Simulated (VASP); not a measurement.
Here is a VASP 6.6.1 calculation.

INCAR

```
PREC = Accurate ; ENCUT = 520
EDIFF = 1E-6 ; ISMEAR = 0
SIGMA = 0.1 ; LREAL = F
LASPH = T ; NELM = 100
ALGO = Fast ; ISIF = 2
LWAVE = F ; LCHARG = T
GGA = PE ; LELF = T
LVHAR = T ; NBANDS = 16
```

KPOINTS

```
regular mesh
0
Gamma
  10 8 12
```

POSCAR

```
Si
1.0
    4.2142065843      0.0000000000      0.0000000000
    0.0000000000      5.9597881062      0.0000000000
    0.0000000000      0.0000000000      3.7655877268
Si
4
Direct
    0.0000000000     -0.0035157135      0.0000000000
    0.5000000000      0.4964842865      0.5000000000
    0.0000000000      0.2535157135      0.5000000000
    0.5000000000      0.7535157135      0.0000000000
```

Potentials or basis: VASP PAW PBE potentials, release 64 (Si).

Launch:

```bash
$ cat potpaw_PBE.64/Si/POTCAR > POTCAR
$ mpirun -np 1 vasp_std > vasp.out
```

**Question.** Predict the band gap on the k mesh.

**Answer.** None (metal or under the smearing width).

**Question.** Estimate the pressure.

**Answer.** -8.9 GPa.

Forces in eV/Å, atoms in the order of the input:
```
Si   0.000  0.003  0.000
Si   0.000  0.003  0.000
Si   0.000 -0.003  0.000
Si   0.000 -0.003  0.000
```
